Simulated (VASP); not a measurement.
Wanted: the native input for a VASP 6.6.1 run.

| Quantity | Value |
| --- | --- |
| Task | vibrations by finite differences |
| Functional | PBE |
| Potentials or basis | VASP PAW PBE potentials, release 64 (Ta_pv) |
| Cutoff | 520 eV |
| k mesh | 18 × 18 × 18 |
| Occupations | gaussian, width 0.1 eV |
| Spin | no spin polarisation |
| Ions in elastic constants | relaxed |
| Further INCAR settings | ALGO = Normal; EDIFF = 1e-08; IBRION = 6; POTIM = 0.015; NSW = 1; ISIF = 3 |

The structure of Ta lies in POSCAR:

```
Ta                                      
1.0
   -1.6596469475      1.6596469475      1.6596469475
    1.6596469475     -1.6596469475      1.6596469475
    1.6596469475      1.6596469475     -1.6596469475
  Ta            
     1
Direct
     0.0000000000000000    0.0000000000000000    0.0000000000000000
```

One way to write it, as run:

INCAR

```
SYSTEM = Ta
PREC = Accurate
ENCUT = 520
EDIFF = 1E-8
ISMEAR = 0
SIGMA = 0.1
LREAL = .False.
LASPH = .True.
NELM = 100
ALGO = Normal
ISIF = 3
LWAVE = .False.
LCHARG = .False.
GGA = PE
IBRION = 6
NFREE = 2
POTIM = 0.015
NSW = 1
```

KPOINTS

```
Automatic mesh
0
Gamma
  18 18 18
  0 0 0
```

Potentials or basis: VASP PAW PBE potentials, release 64 (Ta_pv).

The run is started by

```bash
$ cat potpaw_PBE.64/Ta_pv/POTCAR > POTCAR
$ mpirun -np 1 vasp_std > vasp.out
```

Results of the run:

The elastic constants C11, C12, C44 are 264, 161, 74 GPa and the voigt bulk modulus is 195 GPa.

It took 22 min on 1 thread of AMD EPYC 7R13 Processor (Zen 3), with other jobs on the host, peak memory 0.54 GiB.
